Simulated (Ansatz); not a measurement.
Li3N:
```
Li3N
1.0
    3.60998     0.00000     0.00000
   -1.80499     3.12634     0.00000
    0.00000     0.00000     3.85518
Li N
3 1
Direct
  0.00000   0.00000   0.50000
  0.33333   0.66667   0.00000
  0.66667   0.33333   0.00000
  0.00000   0.00000   0.00000
```

Tensor components refer to the Cartesian frame of this cell.

Question: Give the high-frequency dielectric tensor and the Born effective charge tensors of the independent atoms from DFPT, DFT-r²SCAN in the program Ansatz with PAW potentials.

Answer: 
ε∞:
```
5.20  0.00  0.00
0.00  5.20  0.00
0.00  0.00  4.95
```
Z* of atom 1 (Li), rows: field, columns: displacement, in e:
```
0.88  0.00  0.00
0.00  0.88  0.00
0.00  0.00  1.06
```
Z* of atom 2 (Li), rows: field, columns: displacement, in e:
```
0.91  0.00  0.00
0.00  0.91  0.00
0.00  0.00  0.41
```
Z* of atom 4 (N), rows: field, columns: displacement, in e:
```
-2.71   0.00   0.00
 0.00  -2.71   0.00
 0.00   0.00  -1.88
```

Static charges for comparison (Bader): Li1 +0.85, Li2 +0.84, N4 -2.53 e. Born charges measure polarisation by displacement and can exceed these by far.

Space group P6/mmm. Symmetry was held in the r²SCAN relaxation; phonons show weakly imaginary modes.

Potentials: the later of the program's two PAW sets.
